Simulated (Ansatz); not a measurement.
CO₂ (Cmce) under strain

A 6-atom cell of CO₂ (Cmce) from a materials database, relaxed with r2SCAN+rVV10 in Ansatz. Space group Cmce (No. 64), orthorhombic; conventional cell a = 5.286 Å, b = 4.760 Å, c = 6.427 Å, 13.47 Å³ an atom. C has 2 O at 1.16 Å; O has 1 C at 1.16 Å.

The axes x, y and z are those of this cell:
```
CELL_PARAMETERS angstrom
2.64290 -2.37987 0.00000
2.64290 2.37987 0.00000
0.00000 0.00000 6.42703
ATOMIC_POSITIONS crystal
C 0.00000 0.00000 0.00000
C 0.50000 0.50000 0.50000
O 0.80373 0.19627 0.89287
O 0.19627 0.80373 0.10713
O 0.69627 0.30373 0.39287
O 0.30373 0.69627 0.60713
```

Unstrained: The PBE gap is indirect, 6.703 eV (Y to Γ), below the direct gap of 7.261 eV at Γ. r2SCAN gives an indirect gap of 7.313 eV, from Y to Γ; the least direct gap is 7.883 eV at Γ. With HSE06 the valence top lies at Y and the conduction bottom at Γ, 8.438 eV higher; the smallest vertical gap, at Γ, is 9.046 eV. Meshes: PBE 8×8×4, r2SCAN 8×8×4, HSE06 4×4×2. Strains are changes of length per length. After each strain the atoms were relaxed again with r2SCAN+rVV10 within the symmetry that the strain leaves, so tilts or polar shifts that break it weren't tested; points keep the names that they have in the unstrained zone. Calculated for a static, non-magnetic cell.

Changes of the least gap in eV (an overlap counts as a negative gap):
```tsv
strain	volume change (%)	space group	PBE	r2SCAN	HSE06
isotropic -3.72 % on every length	-10.7	Cmce	+0.093	+0.096	+0.151
uniaxial -0.87 % along x	-0.9	Cmce	+0.005	+0.004	+0.006
uniaxial -4.15 % along y	-4.1	Cmce	+0.076	+0.074	+0.086
```

Isotropic -3.72 % on every length. HSE06: the gap goes from 8.438 to 8.589 eV (+0.151 eV). Stress change with PBE, compression positive: xx +2.37, yy +3.03, zz +2.89 GPa. For HSE06, dE_g/d ln V = -1.3 eV over this step.

Uniaxial -0.87 % along x, other directions held. HSE06: the gap goes from 8.438 to 8.444 eV (+0.006 eV). Stress change with PBE, compression positive: xx +0.22, yy +0.08, zz +0.16 GPa.

Uniaxial -4.15 % along y, other directions held. HSE06: the gap goes from 8.438 to 8.524 eV (+0.086 eV). Stress change with PBE, compression positive: xx +0.43, yy +1.43, zz +0.87 GPa.

The meshes of the hybrids are coarse, so their gaps aren't converged to the digits shown.
